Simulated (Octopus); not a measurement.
# TiC (Fm-3m) in Octopus: notebook

One crystal, TiC, is run at these levels: PBE, LDA, PBEsol, RPBE, revPBE; tasks: single point.

Everything below comes from runs of Octopus 16.4. Logs are shortened: lines on timing, memory, paths and dates and some standing lists are left out, and cuts for length are marked.

## (1) Starting point

The structure is cubic, space group Fm-3m (No. 225). Conventional cell: a = 4.331 Å, b = 4.331 Å, c = 4.331 Å, α = 90.00°, β = 90.00°, γ = 90.00°. Ti (site symmetry m-3m) has 6 C at 2.17 Å as nearest neighbours. C (site symmetry m-3m) has 6 Ti at 2.17 Å as nearest neighbours.

The cell is a database's computed one.

## (2) Single point, PBE, 10.16 Å³/atom

inp

```
CalculationMode = gs
UnitsOutput = eV_Angstrom
PeriodicDimensions = 3
ExperimentalFeatures = yes
PseudopotentialSet = pseudodojo_pbe
%LatticeParameters
 1*angstrom | 1*angstrom | 1*angstrom
%
%LatticeVectors
 0 | 2.1657188437 | 2.1657188437
 2.1657188437 | 0 | 2.1657188437
 2.1657188437 | 2.1657188437 | 0
%
%ReducedCoordinates
 "Ti" | 0 | 0 | 0
 "C" | 0.5 | 0.5 | 0.5
%
%Spacing
 0.12761621*angstrom | 0.12761621*angstrom | 0.12761621*angstrom
%
DerivativesOrder = 8
%KPointsGrid
 11 | 11 | 11
%
KPointsUseSymmetries = yes
XCFunctional = gga_x_pbe + gga_c_pbe
SmearingFunction = fermi_dirac
Smearing = 0.05*eV
ExtraStates = 8
Eigensolver = chebyshev_filter
ConvRelDens = 1e-6
MaximumIter = 120
```

Potentials or basis: pseudodojo_pbe (PseudoDojo 0.5, PBE).

Launch:

```
$ OMP_NUM_THREADS=1 octopus > out.log
```

out.log:

```text
Running octopus

[... 13 lines left out ...]

Input: [AllElectronType = no]
Input: [PseudopotentialSet = pseudodojo_pbe]
Reading Coordinates from ReducedCoordinates block

****************************** Species *******************************
  Species 'Ti'
    type             : pseudopotential
    file             : 'Ti.upf'
    file format      : UPF2
    valence charge   : 12.0
    atomic number    :  22
    form on file     : kleinman-bylander
    lmax             : 2
    llocal           : -1
    projectors per l : 2
    total projectors : 6
    application form : kleinman-bylander
    orbitals         : 10
    bound orbitals   : 10

  Species 'C'
    type             : pseudopotential
    file             : 'C.upf'
    file format      : UPF2
    valence charge   : 4.0
    atomic number    :   6
    form on file     : kleinman-bylander
    lmax             : 1
    llocal           : -1
    projectors per l : 2
    total projectors : 4
    application form : kleinman-bylander
    orbitals         :  4
    bound orbitals   :  4

**********************************************************************

***************************** Symmetries *****************************
Space group No.  225
International: Fm-3m
Schoenflies: Oh^5
Info: The system has    48 symmorphic symmetries that can be used.
  Index                Rotation matrix                      Fractional translations
    1 :     1   0   0     0   1   0     0   0   1      0.000000    0.000000    0.000000
[... 287 lines left out ...]
**   Symmetrization discrepancy ratio (scalar) =  3.99200E-02

*********************** SCF CYCLE ITER #    1 ************************
 etot  = -1.73214575E+03 abs_ev   =  4.63E+01 rel_ev   =  2.07E-01
 ediff =        6.37E+01 abs_dens =  2.67E+00 rel_dens =  1.67E-01
Matrix vector products: 1400
Converged eigenvectors: 0

#  State  KPoint  Eigenvalue [eV]  Occupation    Error
      1       1      -47.360423    2.000000   ( 9.5E-07)
      1       2      -47.353631    2.000000   ( 3.1E-05)
      1       3      -47.351370    2.000000   ( 7.2E-05)
      1       4      -47.343016    2.000000   ( 6.3E-05)
      1       5      -47.336933    2.000000   ( 1.9E-04)
      1       6      -47.335366    2.000000   ( 1.5E-04)
      1      10      -47.327043    2.000000   ( 1.7E-04)
      1       7      -47.322830    2.000000   ( 1.2E-04)
[... 23 lines left out ...]
     16       4       27.308100    0.000000   ( 1.4E-01)
     16       2       27.578348    0.000000   ( 1.4E-01)
     16       3       27.654710    0.000000   ( 1.7E-01)
     16       6       27.819524    0.000000   ( 1.5E-01)
     16      15       27.895019    0.000000   ( 1.5E-01)
     16      29       27.938646    0.000000   ( 2.2E-01)
     16       5       28.680062    0.000000   ( 1.9E-01)
     16       1       32.198618    0.000000   ( 2.1E-01)

Density of states:

--------------------%%------------------------------------------------
--------------------%%-----------------------------%------------------
--------------------%%-----------------------------%------------------
%-------------------%%-----------------------------%------------------
%-------------------%%----------------------%%-----%%-----------------
%-------------------%%----------------------%%-----%%-%-----%---------
%-------------------%%----------------%----%%%----%%%%%-----%---------
%-------------------%%----------------%----%%%---%%%%%%-----%%--------
%-------------------%%---------------%%----%%%%--%%%%%%-%%%-%%-%------
%-------------------%%--------------%%%---%%%%%-%%%%%%%%%%%%%%%%%%----
                                               ^

Fermi energy =     6.552522 eV

**********************************************************************

*********************** SCF CYCLE ITER #    2 ************************
 etot  = -1.80112202E+03 abs_ev   =  1.52E+01 rel_ev   =  6.35E-02
 ediff =        2.53E+00 abs_dens =  2.32E+00 rel_dens =  1.45E-01
Matrix vector products: 1400
Converged eigenvectors: 0
[... 139 lines left out ...]
*********************** SCF CYCLE ITER #   14 ************************
 etot  = -1.78072524E+03 abs_ev   =  8.33E-05 rel_ev   =  3.54E-07
 ediff =        1.05E-05 abs_dens =  4.66E-06 rel_dens =  2.91E-07
Matrix vector products: 1400
Converged eigenvectors: 319

#  State  KPoint  Eigenvalue [eV]  Occupation    Error
      1       1      -49.623909    2.000000   ( 3.4E-08)
      1       2      -49.618130    2.000000   ( 2.5E-08)
      1       3      -49.616205    2.000000   ( 2.9E-08)
      1       4      -49.609100    2.000000   ( 3.6E-08)
      1       5      -49.603925    2.000000   ( 3.7E-08)
      1       6      -49.602595    2.000000   ( 3.7E-08)
      1      10      -49.595506    2.000000   ( 3.2E-08)
      1       7      -49.591935    2.000000   ( 3.1E-08)
[... 23 lines left out ...]
     16       8       24.652386    0.000000   ( 1.5E-02)
     16      10       25.549421    0.000000   ( 1.9E-02)
     16       4       25.608306    0.000000   ( 3.9E-02)
     16       5       25.689751    0.000000   ( 1.9E-02)
     16       6       25.833149    0.000000   ( 2.6E-02)
     16       3       26.311023    0.000000   ( 3.7E-02)
     16       2       26.660183    0.000000   ( 3.6E-02)
     16       1       26.832506    0.000000   ( 2.9E-02)

Density of states:

---------------------%------------------------------------------------
---------------------%------------------------------------------------
---------------------%%-------------------------------%---------------
---------------------%%--------------------------%----%---------------
%--------------------%%--------------------------%----%---------%-----
%--------------------%%-------------------------%%---%%---------%-----
%--------------------%%-------------------%-----%%---%%%-%------%-----
%--------------------%%-------------------%----%%%%--%%%%%------%%----
%--------------------%%-------------------%----%%%%-%%%%%%%---%%%%----
%--------------------%%------------------%%%--%%%%%%%%%%%%%-%%%%%%%---
                                                   ^

Fermi energy =     7.004147 eV

**********************************************************************

Info: SCF converged in   14 iterations

** Warning:
**   Some of the states are not fully converged!

Info: Number of matrix-vector products:      19600
Info: Finished writing information to 'restart/gs'.

Octopus emitted 18 warnings.
```

Wall time 3.9 min (1 thread of Arm Neoverse V2, shared host); peak memory 0.87 GiB.

What came out:

```
Free energy            : -1780.7278 eV
Band gap on the k mesh : none (metal or under the smearing width)
```

## (3) Single point, PBE, 10.16 Å³/atom

inp: that of step 2 with these lines changed.

```diff
@@ -4,3 +4,3 @@
 ExperimentalFeatures = yes
-PseudopotentialSet = pseudodojo_pbe
+PseudopotentialSet = sg15
 %LatticeParameters
@@ -29,4 +29,5 @@
 ExtraStates = 8
-Eigensolver = chebyshev_filter
+Eigensolver = rmmdiis
 ConvRelDens = 1e-6
 MaximumIter = 120
+SCFCalculateStress = yes
```

Potentials or basis: sg15 (PBE).

Launch:

```
$ OMP_NUM_THREADS=1 octopus > out.log
```

It took 11 min on 1 thread of Arm Neoverse V2, shared host; peak memory 0.84 GiB.

It converged, with:

```
Free energy            : -1726.7285 eV
Pressure               : 0.6 GPa
Band gap on the k mesh : none (metal or under the smearing width)
```

## (4) Single point, PBE, 10.16 Å³/atom

inp: that of step 3 with these lines changed.

```diff
@@ -4,3 +4,3 @@
 ExperimentalFeatures = yes
-PseudopotentialSet = sg15
+PseudopotentialSet = pseudodojo_pbesol
 %LatticeParameters
@@ -29,5 +29,4 @@
 ExtraStates = 8
-Eigensolver = rmmdiis
+Eigensolver = chebyshev_filter
 ConvRelDens = 1e-6
 MaximumIter = 120
-SCFCalculateStress = yes
```

Potentials or basis: pseudodojo_pbesol (PseudoDojo 0.4, PBEsol).

Launch:

```
$ OMP_NUM_THREADS=1 octopus > out.log
```

Wall time 3.4 min (1 thread of Arm Neoverse V2, shared host); peak memory 0.87 GiB.

The run converged. Its results:

```yaml
Free_energy: -1781.7309 eV
Band_gap_on_the_k_mesh: none (metal or under the smearing width)
```

Caveat: the potentials were made for another functional, which shifts forces and pressure.

## (5) Single point, PBE, 10.16 Å³/atom

inp: that of step 4 with these lines changed.

```diff
@@ -4,3 +4,3 @@
 ExperimentalFeatures = yes
-PseudopotentialSet = pseudodojo_pbesol
+PseudopotentialSet = pseudodojo_lda
 %LatticeParameters
```

Potentials or basis: pseudodojo_lda (PseudoDojo 0.4, LDA).

Launch:

```
$ OMP_NUM_THREADS=1 octopus > out.log
```

It took 3.6 min on 1 thread of Arm Neoverse V2, shared host; peak memory 0.87 GiB.

The run converged. Its results:

```
Free energy            : -1784.3185 eV
Band gap on the k mesh : none (metal or under the smearing width)
```

Caveat: the potentials were made for another functional, which shifts forces and pressure.

## (6) Single point, PBE, 10.16 Å³/atom

inp: that of step 5 with these lines changed.

```diff
@@ -4,3 +4,3 @@
 ExperimentalFeatures = yes
-PseudopotentialSet = pseudodojo_lda
+PseudopotentialSet = hgh_lda
 %LatticeParameters
@@ -32 +32,2 @@
 MaximumIter = 120
+SCFCalculateStress = yes
```

Potentials or basis: hgh_lda (LDA).

Launch:

```
$ OMP_NUM_THREADS=1 octopus > out.log
```

Wall time 5.1 min (1 thread of Arm Neoverse V2, shared host); peak memory 0.74 GiB.

Results (log left out):

```
Free energy            : -254.7722 eV
Pressure               : -12.6 GPa
Band gap on the k mesh : none (metal or under the smearing width)
```

Caveat: this is an older set of potentials, less accurate than current ones; the potentials were made for another functional, which shifts forces and pressure.

## (7) Single point, PBE, 10.16 Å³/atom

inp: that of step 6 with these lines changed.

```diff
@@ -4,3 +4,3 @@
 ExperimentalFeatures = yes
-PseudopotentialSet = hgh_lda
+PseudopotentialSet = pseudodojo_pbe
 %LatticeParameters
@@ -18,3 +18,3 @@
 %Spacing
- 0.12761621*angstrom | 0.12761621*angstrom | 0.12761621*angstrom
+ 0.13316474*angstrom | 0.13316474*angstrom | 0.13316474*angstrom
 %
@@ -32,2 +32 @@
 MaximumIter = 120
-SCFCalculateStress = yes
```

Potentials or basis: pseudodojo_pbe (PseudoDojo 0.5, PBE).

Launch:

```
$ OMP_NUM_THREADS=1 octopus > out.log
```

Run time: 3.6 min. Hardware: 1 thread of Arm Neoverse V2, shared host; peak memory 0.79 GiB.

It converged, with:

- Free energy: -1780.7238 eV
- Band gap on the k mesh: none (metal or under the smearing width)

## (8) Single point, LDA, 10.16 Å³/atom

inp: that of step 7 with these lines changed.

```diff
@@ -25,3 +25,3 @@
 KPointsUseSymmetries = yes
-XCFunctional = gga_x_pbe + gga_c_pbe
+XCFunctional = lda_x + lda_c_pw_mod
 SmearingFunction = fermi_dirac
@@ -32 +32,6 @@
 MaximumIter = 120
+%Output
+ density | cube
+ elf | cube
+ potential | cube
+%
```

Launch:

```
$ OMP_NUM_THREADS=1 octopus > out.log
```

Wall time 3.9 min (1 thread of Arm Neoverse V2, shared host); peak memory 0.79 GiB.

Results (log left out):

| Property | Result |
| --- | --- |
| Free energy | -1777.3364 eV |
| Band gap on the k mesh | none (metal or under the smearing width) |

Caveat: the potentials were made for another functional, which shifts forces and pressure.

## (9) Single point, PBEsol, 10.16 Å³/atom

inp: that of step 8 with these lines changed.

```diff
@@ -25,3 +25,3 @@
 KPointsUseSymmetries = yes
-XCFunctional = lda_x + lda_c_pw_mod
+XCFunctional = gga_x_pbe_sol + gga_c_pbe_sol
 SmearingFunction = fermi_dirac
```

Potentials or basis: pseudodojo_pbe (PseudoDojo 0.5, PBE).

Launch:

```
$ OMP_NUM_THREADS=1 octopus > out.log
```

It took 3.5 min on 1 thread of Arm Neoverse V2, shared host; peak memory 0.79 GiB.

Results (log left out):

```yaml
Free_energy: -1777.9006 eV
Band_gap_on_the_k_mesh: none (metal or under the smearing width)
```

Caveat: the potentials were made for another functional, which shifts forces and pressure.

## (10) Single point, RPBE, 10.16 Å³/atom

inp: that of step 9 with these lines changed.

```diff
@@ -25,3 +25,3 @@
 KPointsUseSymmetries = yes
-XCFunctional = gga_x_pbe_sol + gga_c_pbe_sol
+XCFunctional = gga_x_rpbe + gga_c_pbe
 SmearingFunction = fermi_dirac
@@ -32,6 +32 @@
 MaximumIter = 120
-%Output
- density | cube
- elf | cube
- potential | cube
-%
```

Launch:

```
$ OMP_NUM_THREADS=1 octopus > out.log
```

Wall time 3.5 min (1 thread of Arm Neoverse V2, shared host); peak memory 0.79 GiB.

Results (log left out):

```yaml
Free_energy: -1781.3633 eV
Band_gap_on_the_k_mesh: none (metal or under the smearing width)
```

Caveat: the potentials were made for another functional, which shifts forces and pressure.

## (11) Single point, revPBE, 10.16 Å³/atom

inp: that of step 10 with these lines changed.

```diff
@@ -25,3 +25,3 @@
 KPointsUseSymmetries = yes
-XCFunctional = gga_x_rpbe + gga_c_pbe
+XCFunctional = gga_x_pbe_r + gga_c_pbe
 SmearingFunction = fermi_dirac
```

Launch:

```
$ OMP_NUM_THREADS=1 octopus > out.log
```

Wall time 3.4 min (1 thread of Arm Neoverse V2, shared host); peak memory 0.79 GiB.

It converged, with:

```yaml
Free_energy: -1781.1807 eV
Band_gap_on_the_k_mesh: none (metal or under the smearing width)
```

Caveat: the potentials were made for another functional, which shifts forces and pressure.
